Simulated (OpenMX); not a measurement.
An input for OpenMX 3.8.5 (NiO):

run.py

```python
from ase.io import read
from ase.calculators.openmx import OpenMX

atoms = read('NiO.cif')

def calculator():
    omx = OpenMX(
        label='NiO',
        command='openmx',
        nohup=True,
        xc='GGA-PBE',
        kpts=(5, 5, 5),
        system_currentdirectory='./',
        data_path='./DFT_DATA13',
        level_of_fileout=1,
        definition_of_atomic_species=[['Ni', 'Ni6.0S-s3p2d1', 'Ni_PBE13S'], ['O', 'O6.0-s2p2d1', 'O_PBE13']],
        hubbard_u_values=[['Ni', '1s', '0.0', '2s', '0.0', '3s', '0.0', '1p', '0.0', '2p', '0.0', '1d', '1.0'], ['O', '1s', '0.0', '2s', '0.0', '1p', '0.0', '2p', '0.0', '1d', '0.0']],
        atoms_speciesandcoordinates_unit='Ang',
        atoms_speciesandcoordinates=[['1', 'Ni', '0', '0', '0', 8.5, 7.5, 'on'], ['2', 'Ni', '0', '0', '0', 8.5, 7.5, 'on'], ['3', 'Ni', '0', '0', '0', 8.5, 7.5, 'on'], ['4', 'Ni', '0', '0', '0', 8.5, 7.5, 'on'], ['5', 'O', '0', '0', '0', 3.0, 3.0, 'off'], ['6', 'O', '0', '0', '0', 3.0, 3.0, 'off'], ['7', 'O', '0', '0', '0', 3.0, 3.0, 'off'], ['8', 'O', '0', '0', '0', 3.0, 3.0, 'off']],
        scf_spinpolarization='on',
        scf_hubbard_u=True,
        scf_hubbard_occupation='dual',
        scf_electronictemperature=580.226,
        scf_energycutoff=500.0,
        scf_maxiter=120,
        scf_eigenvaluesolver='band',
        scf_mixing_type='rmm-diis',
        scf_init_mixing_weight=0.01,
        scf_min_mixing_weight=0.001,
        scf_max_mixing_weight=0.2,
        scf_mixing_history=8,
        scf_mixing_startpulay=20,
        scf_criterion=1e-07,
        voronoi_charge=True,
        energy_decomposition=True,
    )
    return omx

atoms.calc = calculator()
print('forces_eV_A', atoms.get_forces().round(6).tolist())
print('energy_eV', round(atoms.get_potential_energy(), 6))
```

The input NiO.cif:

```cif
data_NiO
_cell_length_a 3.99777222
_cell_length_b 3.99777222
_cell_length_c 3.99777222
_cell_angle_alpha 90.00000000
_cell_angle_beta 90.00000000
_cell_angle_gamma 90.00000000
_space_group_name_H-M_alt 'Fm-3m'
_space_group_name_Hall '-F 4 2 3'
_space_group_IT_number 225
loop_
_space_group_symop_operation_xyz
'x,y,z'
'-x,-y,-z'
'-y,x,z'
'y,-x,-z'
'-x,-y,z'
'x,y,-z'
'y,-x,z'
'-y,x,-z'
'x,-y,-z'
'-x,y,z'
'-y,-x,-z'
'y,x,z'
'-x,y,-z'
'x,-y,z'
'y,x,-z'
'-y,-x,z'
'z,x,y'
'-z,-x,-y'
'z,-y,x'
'-z,y,-x'
'z,-x,-y'
'-z,x,y'
'z,y,-x'
'-z,-y,x'
'-z,x,-y'
'z,-x,y'
'-z,-y,-x'
'z,y,x'
'-z,-x,y'
'z,x,-y'
'-z,y,x'
'z,-y,-x'
'y,z,x'
'-y,-z,-x'
'x,z,-y'
'-x,-z,y'
'-y,z,-x'
'y,-z,x'
'-x,z,y'
'x,-z,-y'
'-y,-z,x'
'y,z,-x'
'-x,-z,-y'
'x,z,y'
'y,-z,-x'
'-y,z,x'
'x,-z,y'
'-x,z,-y'
'x,y+1/2,z+1/2'
'-x,-y+1/2,-z+1/2'
'-y,x+1/2,z+1/2'
'y,-x+1/2,-z+1/2'
'-x,-y+1/2,z+1/2'
'x,y+1/2,-z+1/2'
'y,-x+1/2,z+1/2'
'-y,x+1/2,-z+1/2'
'x,-y+1/2,-z+1/2'
'-x,y+1/2,z+1/2'
'-y,-x+1/2,-z+1/2'
'y,x+1/2,z+1/2'
'-x,y+1/2,-z+1/2'
[... 41 lines left out ...]
'y+1/2,-x,z+1/2'
'-y+1/2,x,-z+1/2'
'x+1/2,-y,-z+1/2'
'-x+1/2,y,z+1/2'
'-y+1/2,-x,-z+1/2'
'y+1/2,x,z+1/2'
'-x+1/2,y,-z+1/2'
'x+1/2,-y,z+1/2'
'y+1/2,x,-z+1/2'
'-y+1/2,-x,z+1/2'
'z+1/2,x,y+1/2'
'-z+1/2,-x,-y+1/2'
'z+1/2,-y,x+1/2'
'-z+1/2,y,-x+1/2'
'z+1/2,-x,-y+1/2'
'-z+1/2,x,y+1/2'
'z+1/2,y,-x+1/2'
'-z+1/2,-y,x+1/2'
'-z+1/2,x,-y+1/2'
'z+1/2,-x,y+1/2'
'-z+1/2,-y,-x+1/2'
'z+1/2,y,x+1/2'
'-z+1/2,-x,y+1/2'
'z+1/2,x,-y+1/2'
'-z+1/2,y,x+1/2'
'z+1/2,-y,-x+1/2'
'y+1/2,z,x+1/2'
'-y+1/2,-z,-x+1/2'
'x+1/2,z,-y+1/2'
'-x+1/2,-z,y+1/2'
'-y+1/2,z,-x+1/2'
'y+1/2,-z,x+1/2'
'-x+1/2,z,y+1/2'
'x+1/2,-z,-y+1/2'
'-y+1/2,-z,x+1/2'
'y+1/2,z,-x+1/2'
'-x+1/2,-z,-y+1/2'
'x+1/2,z,y+1/2'
'y+1/2,-z,-x+1/2'
'-y+1/2,z,x+1/2'
'x+1/2,-z,y+1/2'
'-x+1/2,z,-y+1/2'
'x+1/2,y+1/2,z'
'-x+1/2,-y+1/2,-z'
'-y+1/2,x+1/2,z'
'y+1/2,-x+1/2,-z'
'-x+1/2,-y+1/2,z'
'x+1/2,y+1/2,-z'
'y+1/2,-x+1/2,z'
'-y+1/2,x+1/2,-z'
'x+1/2,-y+1/2,-z'
'-x+1/2,y+1/2,z'
'-y+1/2,-x+1/2,-z'
'y+1/2,x+1/2,z'
'-x+1/2,y+1/2,-z'
'x+1/2,-y+1/2,z'
'y+1/2,x+1/2,-z'
'-y+1/2,-x+1/2,z'
'z+1/2,x+1/2,y'
'-z+1/2,-x+1/2,-y'
'z+1/2,-y+1/2,x'
'-z+1/2,y+1/2,-x'
'z+1/2,-x+1/2,-y'
'-z+1/2,x+1/2,y'
'z+1/2,y+1/2,-x'
'-z+1/2,-y+1/2,x'
'-z+1/2,x+1/2,-y'
'z+1/2,-x+1/2,y'
'-z+1/2,-y+1/2,-x'
'z+1/2,y+1/2,x'
'-z+1/2,-x+1/2,y'
'z+1/2,x+1/2,-y'
'-z+1/2,y+1/2,x'
'z+1/2,-y+1/2,-x'
'y+1/2,z+1/2,x'
'-y+1/2,-z+1/2,-x'
'x+1/2,z+1/2,-y'
'-x+1/2,-z+1/2,y'
'-y+1/2,z+1/2,-x'
'y+1/2,-z+1/2,x'
'-x+1/2,z+1/2,y'
'x+1/2,-z+1/2,-y'
'-y+1/2,-z+1/2,x'
'y+1/2,z+1/2,-x'
'-x+1/2,-z+1/2,-y'
'x+1/2,z+1/2,y'
'y+1/2,-z+1/2,-x'
'-y+1/2,z+1/2,x'
'x+1/2,-z+1/2,y'
'-x+1/2,z+1/2,-y'
loop_
_atom_site_label
_atom_site_type_symbol
_atom_site_symmetry_multiplicity
_atom_site_Wyckoff_symbol
_atom_site_fract_x
_atom_site_fract_y
_atom_site_fract_z
_atom_site_occupancy
Ni1 Ni 4 a 0.0000000000 0.0000000000 0.0000000000 1
O1 O 4 b 0.5000000000 0.0000000000 0.0000000000 1
```

Potentials or basis: OpenMX 2013 PBE set, Ni6.0S-s3p2d1, O6.0-s2p2d1, grid cutoff 500 Ry.

Command:

```bash
$ python run.py > run.log
```

**Question.** What does the program do with it?

**Answer.** The run stopped without a result. It printed:

Output:

```text
tor()
                 ^^^^^^^^^^^^
  File "<dir>", line 7, in calculator
  File "<dir>", line 99, in __init__
  File "<dir>", line 1097, in __init__
  File "<dir>", line 674, in __init__
  File "<dir>", line 457, in set
  File "<dir>", line 245, in equal
  File "<dir>", line 2167, in shape
ValueError: setting an array element with a sequence. The requested array has an inhomogeneous shape after 1 dimensions. The detected shape was (2,) + inhomogeneous part.
```
